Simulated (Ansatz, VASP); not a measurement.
**Two plane-wave programs on Mg**

File INCAR:

```
  PREC = Accurate
  ENCUT = 600
  EDIFF = 1E-7
  ISMEAR = 0
  SIGMA = 0.1
  LREAL = F
  LASPH = T
  NELM = 100
  ALGO = Normal
  ISIF = 3
  LWAVE = F
  LCHARG = F
  GGA = PE
  IBRION = 2
  NSW = 100
  EDIFFG = -0.005
```

The input KPOINTS:

```
regular mesh
0
Gamma
  15 15 8
```

POSCAR

```
Mg
1.0
    3.2093000000      0.0000000000      0.0000000000
   -1.6046500000      2.7793353284      0.0000000000
    0.0000000000      0.0000000000      5.2103000000
Mg
2
Direct
    0.3333333333      0.6666666667      0.2500000000
    0.6666666667      0.3333333333      0.7500000000
```

Input for Ansatz:

```yaml
crystal:
  lattice:
    - [3.2093, 0.0, 0.0]
    - [-1.60465, 2.7793353284, 0.0]
    - [0.0, 0.0, 5.2103]
  atoms:
    - { symbol: Mg, position: [0.3333333333, 0.6666666667, 0.25] }
    - { symbol: Mg, position: [0.6666666667, 0.3333333333, 0.75] }
basis:
  ecutwfc: 420
kpoints:
  mp_grid: { grid: [15, 15, 8] }
hamiltonian:
  xc: pbe
scf:
  occupations: { method: gaussian, width: 0.1 }
output:
  forces: true
  stress: true
  eigenvalues: true
relax:
  adjacent_minimum: "off"
  f_tol: 0.005
  max_steps: 80
  cell: { stress_tol: 0.05 }
```

Alike in both runs: task relaxation of cell and atoms; functional PBE; k mesh 15 × 15 × 8; occupations gaussian, width 0.1 eV; no spin polarisation.

```csv
,VASP,Ansatz
version,VASP 6.6.1,Ansatz 0.2.0
potentials or method,"VASP PAW PBE potentials, release 64 (Mg)","scalar-relativistic, plane waves, PAW"
plane-wave cutoff (eV),600,420
valence electrons in the cell,4,20
```

```csv
,VASP,Ansatz,Ansatz less VASP
"gap on the k mesh at the Fermi level, each at its own relaxed structure (eV)",none,none,-
relaxed volume (Å³/atom),22.85,22.93,+0.074
relaxed cell length with the largest relative difference (Å),3.206,3.210,+0.0038
energy change over the relaxation (meV/atom),-1,-1,+0.3
```

A gap of «none» marks a metal or a gap that the smearing closes. The two sets of potentials don't hold the same shells in valence.
